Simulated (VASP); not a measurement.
# GaP in VASP: how settings move the r2SCAN single point

The r2SCAN single point of GaP in the zincblende structure is repeated with altered inputs. Which of them can be trusted?

The runs shown are made with VASP 6.6.1. PAW datasets, plane waves. Calculated at 0 K for a non-magnetic cell.

### 1 The structure to begin with

The cell comes from an earlier relaxation with r2SCAN in another program.

It is cubic, F-43m (No. 216); a = 5.451 Å in the conventional setting, 20.24 Å³ an atom. Around Ga lie 4 P at 2.36 Å; around P lie 4 Ga at 2.36 Å.

As a file:

```cif
data_structure
_symmetry_space_group_name_H-M 'P 1'
_symmetry_Int_Tables_number 1
_cell_length_a 3.8543
_cell_length_b 3.8543
_cell_length_c 3.8543
_cell_angle_alpha 60.000
_cell_angle_beta 60.000
_cell_angle_gamma 60.000
_cell_volume 40.49
loop_
_atom_site_label
_atom_site_type_symbol
_atom_site_fract_x
_atom_site_fract_y
_atom_site_fract_z
_atom_site_occupancy
Ga1 Ga 0.00000 0.00000 0.00000 1
P1 P 0.25000 0.25000 0.25000 1
```

### 2 Reference

The input, INCAR:

```
ENCUT = 520.000000
SIGMA = 0.010000
EDIFF = 1.00e-07
ALGO = Normal
METAGGA = R2SCAN
PREC = Accurate
IBRION = -1
ISIF = 2
ISMEAR = 0
NBANDS = 16
NELM = 120
NSW = 0
LASPH = .TRUE.
LCHARG = .FALSE.
LWAVE = .FALSE.
LREAL = .FALSE.
```

The input, KPOINTS:

```
KPOINTS created by Atomic Simulation Environment
0
Gamma
8 8 8
0 0 0
```

The input, POSCAR:

```
Ga P
 1.0000000000000000
    -0.0000000000000000    2.7253992946765000    2.7253992946765000
     2.7253992946765000    0.0000000000000000    2.7253992946765000
     2.7253992946765000    2.7253992946765000    0.0000000000000000
 Ga  P
   1   1
Cartesian
  0.0000000000000000 -0.0000000000000000 -0.0000000000000000
  1.3626996473382502  1.3626996473382502  1.3626996473382502
```

A file KPOINTS_OPT adds named points for the levels; it doesn't enter the self-consistent loop.

Potentials: the recommended PBE PAW datasets, 18 valence electrons.

Started as:

```bash
> mpirun -np 1 vasp_std
```

### 3 Altered input 1

Edit INCAR of step 2 so:

```diff
@@ -2,3 +2,2 @@
 SIGMA = 0.010000
-EDIFF = 1.00e-07
 ALGO = Normal
@@ -16 +15,2 @@
 LREAL = .FALSE.
+EDIFF = 1e-06
```

KPOINTS is that of step 2.

POSCAR is that of step 2.

### 4 Altered input 2

Edit INCAR of step 2 so:

```diff
@@ -1,2 +1 @@
-ENCUT = 520.000000
 SIGMA = 0.010000
@@ -16 +15,2 @@
 LREAL = .FALSE.
+ENCUT = 600
```

KPOINTS is that of step 2.

POSCAR is that of step 2.

### 5 Altered input 3

The input, INCAR:

```
ENCUT = 520.000000
EDIFF = 1.00e-07
METAGGA = R2SCAN
PREC = Accurate
IBRION = -1
ISIF = 2
NBANDS = 16
NSW = 0
LASPH = .TRUE.
LCHARG = .FALSE.
LWAVE = .FALSE.
LREAL = .FALSE.
ISMEAR = 2
SIGMA = 0.1
ALGO = Conjugate
NELM = 87
```

The input, KPOINTS:

```
KPOINTS created by Atomic Simulation Environment
0
Gamma
4 4 4
0 0 0
```

POSCAR is that of step 2.

**Question.** What will these runs give? Wanted: for each run, changed; ending; energy change; pressure; electronic steps; usable.

The runs gave:

| run | changed | ending | energy change (meV/atom) | pressure (GPa) | gap on the mesh (eV; negative: overlap) | electronic steps | time | usable |
| --- | --- | --- | --- | --- | --- | --- | --- | --- |
| ref. | – | converged | 0 | 0.0 | 1.90 | 16 | 83 s | yes |
| 1 | EDIFF = 1e-06 | converged | 0.0 | -0.1 | 1.90 | 14 | 63 s | yes |
| 2 | ENCUT = 600 | converged | -0.6 | 0.0 | 1.90 | 16 | 56 s | yes |
| 3 | ISMEAR = 2, SIGMA = 0.1, ALGO = Conjugate, NELM = 87, mesh 4×4×4 | converged | 65.6 | 0.4 | 1.88 | 20 | 55 s | no |

What this shows: Of 3 altered inputs, 1 ended normally on a faulty or unsound input, 2 gave usable results. Among the usable ones with comparable energies, «ENCUT = 600» moves the energy most, by -0.6 meV/atom.
